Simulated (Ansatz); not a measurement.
WC: course of a relaxation

The calculation used DFT PBEsol, scalar-relativistic, plane waves, PAW in Ansatz. Run with 420 eV cutoff, 12×12×6 k-mesh, Gaussian smearing of 0.10 eV, no spin polarisation.

What was changed: 0 of 6 C sites taken by Si, cell and atoms relaxed.

Spin–orbit coupling is left out, which can shift energies with elements as heavy as these.

Command:

```bash
ansatz run input.yaml --threads 2 --pin off --max-ram 5120MiB --backend cpu --events-out ev --progress --plain --runs-dir out
```

Input:

```yaml
crystal:
  lattice:
    - [4.347718174, -2.5101562582, 0.0]
    - [-4.347718174, -2.5101562581, 0.0]
    - [0.0, 0.0, -5.6555137123]
  atoms:
    - { symbol: W, position: [0.6666666667, 0.3333333333, 0.5] }
    - { symbol: W, position: [0.6666666667, 0.3333333333, 1.0] }
    - { symbol: W, position: [0.0, 1.0, 0.5] }
    - { symbol: W, position: [0.0, 1.0, 1.0] }
    - { symbol: W, position: [0.3333333333, 0.6666666667, 0.5] }
    - { symbol: W, position: [0.3333333333, 0.6666666667, 1.0] }
    - { symbol: C, position: [0.3333333333, 0.3333333333, 0.25] }
    - { symbol: C, position: [0.3333333333, 0.3333333333, 0.75] }
    - { symbol: C, position: [0.6666666667, 0.0, 0.25] }
    - { symbol: C, position: [0.6666666667, 0.0, 0.75] }
    - { symbol: C, position: [1.0, 0.6666666667, 0.25] }
    - { symbol: C, position: [1.0, 0.6666666667, 0.75] }
basis:
  ecutwfc: 420
kpoints:
  mp_grid: { grid: [12, 12, 6] }
hamiltonian:
  xc: pbesol
scf:
  occupations: { method: gaussian, width: 0.1 }
output:
  forces: true
  stress: true
  eigenvalues: true
  write_density: true
  write_potential: true
  elf: true
  volumetric_format: npy
relax:
  adjacent_minimum: "off"
  f_tol: 0.015
  max_steps: 60
  cell: { stress_tol: 0.15 }
```

F is the free energy. Steps run on the plane waves of an earlier cell, but the last one, and at times one on the way, on a freshly chosen basis, so a repeated geometry can differ a little in energy.

Steps:

```csv
step,F − F(1) (eV),largest force component (eV/Å),V (Å³/atom),P (GPa)
1,0.0000,0.000,10.287,-0.04
2,0.0002,0.000,10.288,-0.03
3,0.0000,0.000,10.286,0.00
4,0.0000,0.000,10.286,0.00
```

Relaxed structure:

```cif
data_structure
_symmetry_space_group_name_H-M 'P 1'
_symmetry_Int_Tables_number 1
_cell_length_a 5.0208
_cell_length_b 5.0208
_cell_length_c 5.6541
_cell_angle_alpha 90.000
_cell_angle_beta 90.000
_cell_angle_gamma 120.000
_cell_volume 123.43
loop_
_atom_site_label
_atom_site_type_symbol
_atom_site_fract_x
_atom_site_fract_y
_atom_site_fract_z
_atom_site_occupancy
W1 W 0.66667 0.33333 0.50000 1
W2 W 0.66667 0.33333 0.00000 1
W3 W 0.00000 0.00000 0.50000 1
W4 W 0.00000 0.00000 0.00000 1
W5 W 0.33333 0.66667 0.50000 1
W6 W 0.33333 0.66667 0.00000 1
C1 C 0.33333 0.33333 0.25000 1
C2 C 0.33333 0.33333 0.75000 1
C3 C 0.66667 0.00000 0.25000 1
C4 C 0.66667 0.00000 0.75000 1
C5 C 0.00000 0.66667 0.25000 1
C6 C 0.00000 0.66667 0.75000 1
```

It takes space group P-6m2 (No. 187, hexagonal). Conventional cell: a = 2.899 Å, b = 2.899 Å, c = 2.827 Å, α = 90.00°, β = 90.00°, γ = 120.00°. W (site symmetry -6m2) is surrounded by 6 C at 2.19 Å. C (site symmetry -6m2) has 6 W at 2.19 Å as nearest neighbours.

The run converged. It took 2.2 min on 2 threads of Arm Neoverse V2, on a shared host, peak memory 0.7 GiB.